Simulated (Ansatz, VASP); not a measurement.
**One calculation of Re, two programs**

The input INCAR:

```
SYSTEM = Re
PREC = Accurate
ENCUT = 520
EDIFF = 1E-8
ISMEAR = -1
SIGMA = 0.05
LREAL = .FALSE.
LASPH = .TRUE.
NELM = 60
ALGO = Normal
ISIF = 2
LWAVE = .FALSE.
LCHARG = .FALSE.
GGA = PE
LEFG = .TRUE.
NBANDS = 14
```

File KPOINTS:

```
regular mesh
0
G
  18 18 10
  0 0 0
```

POSCAR

```
Re
1.0
    2.5677224212      0.0000000000      0.0000000000
   -1.2838612106      2.2237128466      0.0000000000
    0.0000000000      0.0000000000      4.1057498614
Re
2
Direct
    0.3333333333      0.6666666667      0.2500000000
    0.6666666667      0.3333333333      0.7500000000
```

Input for Ansatz:

```yaml
crystal:
  lattice:
    - [2.5677224212, 0.0, 0.0]
    - [-1.2838612106, 2.2237128466, 0.0]
    - [0.0, 0.0, 4.1057498614]
  atoms:
    - { symbol: Re, position: [0.3333333333, 0.6666666667, 0.25] }
    - { symbol: Re, position: [0.6666666667, 0.3333333333, 0.75] }
kpoints:
  mp_grid: { grid: [18, 18, 10] }
scf:
  occupations: { method: fermi_dirac, width: 0.05 }
hamiltonian:
  xc: pbe
  pseudopotentials: { kind: all_electron, datasets: crystal }
output:
  forces: true
  stress: true
  eigenvalues: true
  efg: { contact_densities: true }
```

Change from the starting cell: volume scaled by 0.96, crystal datasets.

Alike in both runs: task electric field gradients; functional PBE; k mesh 18 × 18 × 10; occupations fermi-dirac, width 0.05 eV; no spin polarisation.

```csv
,VASP,Ansatz
version,VASP 6.6.1,Ansatz 0.2.0
potentials or method,"VASP PAW PBE potentials, release 64 (Re)","all-electron PAW with datasets made for the crystal, scalar-relativistic"
plane-wave cutoff (eV),520,see its input
```

```tsv
	VASP	Ansatz	Ansatz less VASP
pressure (GPa)	153.4	149.3	-4.06
largest component of the traceless stress (GPa)	6.21	6.25	+0.038
Vzz of the field gradient on the site that differs most (V/Å²)	-110.1	-84.8	+25.33
```

Ansatz ran all-electron here, so the differences hold the error of VASP's frozen core and of both bases. Ansatz warned: «gradients_without_spin_orbit».

Caveats: the cell as given lies far from equilibrium; so large a pressure means that the cell lies far from this level's equilibrium, or that cutoff or potentials fall short (VASP). Spin-orbit coupling is left out, which matters for the levels of Re.
